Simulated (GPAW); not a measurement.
# As (R-3m) in GPAW: single point with LDA

Aim: the single point of As with LDA.

All numbers are computed with GPAW 26.7.0; they aren't measurements. Logs are shortened: lines on timing, memory, paths and dates and some standing lists are left out, and cuts for length are marked. The log counts tension as positive stress, the text compression.

### 1 The structure

The structure is trigonal, space group R-3m (No. 166). Conventional cell: a = 3.762 Å, b = 3.762 Å, c = 10.542 Å, α = 90.00°, β = 90.00°, γ = 120.00°. As (site symmetry 3m) is surrounded by 3 As at 2.51 Å.

### 2 Single point, LDA

run.py reads:

```python
from ase import Atoms
from ase.dft.bandgap import bandgap
from ase.io import write
from ase.units import GPa
from gpaw import GPAW, PW

atoms = Atoms(['As', 'As'],
              cell=[[1.8807968987, 1.0858785957, 3.5140619945],
                    [-1.8807968987, 1.0858785957, 3.5140619945],
                    [0.0, -2.1717571915, 3.5140619945]],
              scaled_positions=[[0.226, 0.226, 0.226],
                                [0.774, 0.774, 0.774]],
              pbc=True)

calc = GPAW(mode=PW(450),
            xc='LDA',
            kpts={'size': (7, 7, 7), 'gamma': True},
            occupations={'name': 'fermi-dirac', 'width': 0.05},
            nbands=13,
            maxiter=120,
            txt='gpaw.txt')
atoms.calc = calc
energy = atoms.get_potential_energy()
forces = atoms.get_forces()
stress = atoms.get_stress()
calc.write('gs.gpw')
write('result.traj', atoms)
print(f'Energy: {energy:.6f} eV')
print('Forces (eV/A):')
print(forces.round(4))
print('Stress (GPa):', (stress / GPa).round(3))
print('Fermi level:', round(calc.get_fermi_level(), 4), 'eV')
print(f'Gap: {bandgap(calc)[0]:.4f} eV, direct: {bandgap(calc, direct=True)[0]:.4f} eV')
```

Potentials or basis: the program's PAW data sets (release 1.2.1) made for this functional, pw.

Launch:

```
$ OMP_NUM_THREADS=1 python run.py
```

gpaw.txt:

```text
__  _  _
 | _ |_)|_||  |
 |__||  | ||/\| - 26.7.0

Input parameters:
  mode=PW(ecut=450.00000000000006),
  kpts=MonkhorstPack(size=(7, 7, 7), gamma=True),
  maxiter=120,
  nbands=13,
  occupations=Occupations(name='fermi-dirac', width=0.05),
  xc=XC(name='LDA')

Diagonalizing LCAO Hamiltonian
Converting LCAO to pw mode

       As

       As

Atoms  # Å, Bohr magnetons
|   | symbol |         x |         y |        z |    initial magnetic moments |
|---|--------|-----------|-----------|----------|-----------------------------|
| 0 |     As | -0.000000 | -0.000000 | 2.382534 | ( 0.0000,  0.0000,  0.0000) |
| 1 |     As |  0.000000 | -0.000000 | 8.159652 | ( 0.0000,  0.0000,  0.0000) |

Unit cell  # Å
| periodic |         x |         y |        z |  lengths |    angles |
|----------|-----------|-----------|----------|----------|-----------|
|      yes |  1.880797 |  1.085879 | 3.514062 | 4.131000 | 54.167000 |
|      yes | -1.880797 |  1.085879 | 3.514062 | 4.131000 | 54.167000 |
|      yes |  0.000000 | -2.171757 | 3.514062 | 4.131000 | 54.167000 |

Number of symmetries: 12
Symmetry operations  # r_c * U_cc + t_c -> r_c
|    | kind |            matrix            |
|----|------|------------------------------|
|  0 |  E   |  1, 0, 0,  0, 1, 0,  0, 0, 1 |
|  1 |  σ   |  1, 0, 0,  0, 0, 1,  0, 1, 0 |
|  2 |  σ   |  0, 1, 0,  1, 0, 0,  0, 0, 1 |
|  3 |  C3  |  0, 1, 0,  0, 0, 1,  1, 0, 0 |
|  4 |  C3  |  0, 0, 1,  1, 0, 0,  0, 1, 0 |
|  5 |  σ   |  0, 0, 1,  0, 1, 0,  1, 0, 0 |
|  6 |  C2  |  0, 0,-1,  0,-1, 0, -1, 0, 0 |
|  7 |  S6  |  0, 0,-1, -1, 0, 0,  0,-1, 0 |
|  8 |  S6  |  0,-1, 0,  0, 0,-1, -1, 0, 0 |
|  9 |  C2  |  0,-1, 0, -1, 0, 0,  0, 0,-1 |
| 10 |  C2  | -1, 0, 0,  0, 0,-1,  0,-1, 0 |
| 11 |  i   | -1, 0, 0,  0,-1, 0,  0, 0,-1 |

BZ-sampling:
  Number of BZ points: 343
  Number of IBZ points: 44

  Monkhorst-Pack size: [7, 7, 7]
  Monkhorst-Pack shift: [0, 0, 0]

K-points  # in reciprocal-cell coordinates
|     |                                coordinates |     weight |
|-----|--------------------------------------------|------------|
|   0 | (  0.00000000,   0.00000000,   0.00000000) | 0.00291545 |
|   1 | (  0.14285714,   0.00000000,  -0.14285714) | 0.01749271 |
|   2 | (  0.14285714,   0.00000000,   0.00000000) | 0.01749271 |
|   3 | (  0.14285714,   0.14285714,  -0.14285714) | 0.01749271 |
|   4 | (  0.14285714,   0.14285714,   0.00000000) | 0.01749271 |
|   5 | (  0.14285714,   0.14285714,   0.14285714) | 0.00583090 |
|   6 | (  0.28571429,  -0.14285714,  -0.14285714) | 0.01749271 |
|   7 | (  0.28571429,   0.00000000,  -0.28571429) | 0.01749271 |
|   8 | (  0.28571429,   0.00000000,  -0.14285714) | 0.03498542 |
|   9 | (  0.28571429,   0.00000000,   0.00000000) | 0.01749271 |
| ... |                                            |            |
|  43 | (  0.42857143,   0.42857143,   0.42857143) | 0.00583090 |

Plane wave coefficients: 961
Cutoff: 450.00000000000006 eV

Spin-components: 1 (collinear spins)
Bands:           13
Projectors:      10
Spin-degeneracy: 2
Datatype:        complex128

Parallelization:
  kpt:    1
  domain: 1
  band:   1

Density:
  Valence electrons: 10.0
  Components: 1
  Grid points: [21 21 21]
  Charge: 0.0  # |e|

Potential:
  Grid points: [21 21 21]

species:
  As:
    name:    Arsenic
    Z:       33.0
    valence: 5
    core:    28
    charge:  0.0  # [|e|]
    compensation charges:
      type: gauss
      rc: 0.33  # [Å]
      lmax: 2
    cutoffs:
      filter: 1.87  # [Å]
      core: 2.96  # [Å]
    projectors
    | kind |    occ | energy [eV] | rcut [Å] |
    |------|--------|-------------|----------|
    |   4s |  2.000 |     -14.691 |    1.058 |
    |   4p |  3.000 |      -5.342 |    1.058 |
    |    s |        |      12.520 |    1.058 |
    |    p |        |      21.869 |    1.058 |
    |    d |        |       0.000 |    1.058 |

    Using partial waves for As as LCAO basis

Reference energy: -122839.815648  # eV

eigensolver:
  PPCG
  Converge bands: occupied
  niter=2

density mixing:
  MSR1-Mixer
  Pratt-step length: 0.05
  Maximum mixing coefficient: 0.75
  Old densities: 10
  SVD Regularization: 0.005
  Good broyden scale: 1.0
  Trust region scale: 1.0
  Backstep threshold: 4.0
  History deletion threshold: 6.0
  Fourier metric: weight=20.0, sigma=0.015

occupation numbers:
  Fermi-Dirac:
    width: 0.0500  # eV

poisson solver:
  ecut: 3600.0000000000005  # eV

xc functional:
  name: None

convergence criteria:
- Maximum [total energy] change in last 3 cyles: 0.0005 eV / valence electron
- Maximum integral of absolute [dens]ity change: 0.0001 electrons / valence electron
- Maximum integral of absolute [eigenst]ate change: 4e-08 eV^2 / valence electron
maximum number of iterations: 120

SCF iterations
|iter     | |      energy | eigst |  dens |
|---------|-|-------------|-------|-------|
|iter:   1| |  -10.816054 | -0.72 |       |
|iter:   2| |  -10.813594 | -3.01 | -1.17 |
|iter:   3| |  -10.782677 | -3.35 | -1.20 |
|iter:   4| |  -10.780631 | -4.28 | -1.79 |
|iter:   5| |  -10.780618c| -6.12 | -2.85 |
|iter:   6| |  -10.780619c| -7.66c| -3.46 |
|iter:   7| |  -10.780619c| -7.60c| -4.08c|

Converged in 7 steps
Energy contributions relative to reference atoms: (reference = -122839.815648)

Energy contributions:
  Kinetic:          18.689215
  Coulomb:         -18.224004
  Zero:             -0.014370
  External:          0.000000
  Xc:              -11.230224
  Entropy:          -0.002471
  Spinorbit:         0.000000
  ----------------------------
  Free energy:     -10.781854
  Extrapolated:    -10.780619

dipole moment: (-0.000000, 0.000000, -0.000025)  # |e|*Ang

Fermi level: 6.666
Eigenvalues  # (at kpt = [0.000, 0.000, 0.000])
| band index |      eig [eV] | occ [0-2] |
|------------|---------------|-----------|
|          0 |        -8.395 |     2.000 |
|          1 |         0.787 |     2.000 |
|          2 |         4.221 |     2.000 |
|          3 |         4.669 |     2.000 |
|          4 |         4.669 |     2.000 |
|          5 |         8.267 |     0.000 |
|          6 |         9.580 |     0.000 |
|          7 |         9.580 |     0.000 |
|          8 |        13.632 |     0.000 |
|          9 |        13.632 |     0.000 |
|         10 |        14.112 |     0.000 |
|         11 |        15.575 |     0.000 |
|         12 |        15.600 |     0.000 |

No gap
No difference between direct/indirect transitions

Forces  # eV/Ang
|       x |        y |        z |
|---------|----------|----------|
| 0.00000 | -0.00000 |  0.27789 |  # As   0
| 0.00000 |  0.00000 | -0.27789 |  # As   1

Stress tensor  # eV/Ang^3
|         x |         y |        z |
|-----------|-----------|----------|
|  0.005999 | -0.000000 | 0.000000 |
| -0.000000 |  0.005999 | 0.000000 |
|  0.000000 |  0.000000 | 0.011171 |

# Writing to gs.gpw (mode='')
```

stdout:

```text
Energy: -10.780619 eV
Forces (eV/A):
[[ 0.     -0.      0.2779]
 [ 0.      0.     -0.2779]]
Stress (GPa): [ 0.961  0.961  1.79   0.     0.    -0.   ]
Fermi level: 6.6658 eV
Gap: 0.0000 eV, direct: 0.0000 eV
```

Run time: 4.5 s. Hardware: 1 thread of AMD EPYC 9R45 (Zen 5), shared host; peak memory 0.14 GiB.

What came out:

```
Free energy            : -10.7819 eV
Pressure               : -1.2 GPa
Largest force          : 0.278 eV/Å
Band gap on the k mesh : none (metal or under the smearing width)
```

Forces on the atoms (eV/Å):
```
As   0.000  0.000  0.278
As   0.000  0.000 -0.278
```

Caveat: the cutoff is short for stress and forces, so pressures can be off by a GPa or more.
